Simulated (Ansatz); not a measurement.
NaF in the CsCl-type structure, relaxed with r2SCAN: 5 runs in the plane-wave code Ansatz, each a calculation of independent-particle optics. It is cubic, Pm-3m (No. 221); a = 2.793 Å in the conventional setting, 10.90 Å³ an atom. Around Na lie 8 F at 2.42 Å; around F lie 8 Na at 2.42 Å. Values at 0 K without nuclear motion; spin polarisation is off, and the phase may be a hypothetical one.

```yaml
crystal:
  lattice:
    - [2.79349, 0.00000, 0.00000]
    - [0.00000, 2.79349, 0.00000]
    - [0.00000, 0.00000, 2.79349]
  atoms:
    - { symbol: Na, position: [0.00000, 0.00000, 0.00000] }
    - { symbol: F, position: [0.50000, 0.50000, 0.50000] }
```

On meshes this coarse, single peaks can be features of the mesh. No local fields, no excitons; the zone sum runs over the cells of the mesh, and ε∞ includes the bands left out of the spectrum. Up to four peaks are listed, those above 15 % of the tallest and inside the complete range; the four can differ from row to row. Rows marked drawn have settings drawn at random (some not listed).

```json
{"functional": "PBE", "k mesh": "8×8×8", "broadening (eV)": "0.1", "scissors (eV)": "0.00", "range (eV)": "0–22", "settings": "chosen", "direct gap on the mesh before scissors (eV)": "6.47", "ε∞ xx": "2.02", "ε∞ yy": "2.02", "ε∞ zz": "2.02", "complete up to (eV)": "22.0", "tallest peaks of mean ε₂ (eV)": "11.15 13.95 16.40 21.40"}
{"functional": "r2SCAN", "k mesh": "8×8×8", "broadening (eV)": "0.1", "scissors (eV)": "0.00", "range (eV)": "0–22", "settings": "chosen", "direct gap on the mesh before scissors (eV)": "7.40", "ε∞ xx": "1.91", "ε∞ yy": "1.91", "ε∞ zz": "1.91", "complete up to (eV)": "22.0", "tallest peaks of mean ε₂ (eV)": "12.15 15.05 17.45 21.80"}
{"functional": "PBE", "k mesh": "8×8×8", "broadening (eV)": "0.1", "scissors (eV)": "2.22 (to HSE06)", "range (eV)": "0–22", "settings": "chosen", "direct gap on the mesh before scissors (eV)": "6.47", "ε∞ xx": "1.89", "ε∞ yy": "1.89", "ε∞ zz": "1.89", "complete up to (eV)": "22.0", "tallest peaks of mean ε₂ (eV)": "13.35 16.20 18.60"}
{"functional": "PBEsol", "k mesh": "6×6×6", "broadening (eV)": "0.05", "scissors (eV)": "0.00", "range (eV)": "2–10", "settings": "drawn", "direct gap on the mesh before scissors (eV)": "6.34", "ε∞ xx": "2.04", "ε∞ yy": "2.04", "ε∞ zz": "2.04", "complete up to (eV)": "10.0", "tallest peaks of mean ε₂ (eV)": "none"}
{"functional": "r2SCAN", "k mesh": "6×6×6", "broadening (eV)": "0.15", "scissors (eV)": "1.50", "range (eV)": "2–15", "settings": "drawn", "direct gap on the mesh before scissors (eV)": "7.40", "ε∞ xx": "1.84", "ε∞ yy": "1.84", "ε∞ zz": "1.84", "complete up to (eV)": "15.0", "tallest peaks of mean ε₂ (eV)": "13.60"}
```

The fundamental gap is indirect (6.13 eV with PBE on 8×8×8); the table holds the direct one.
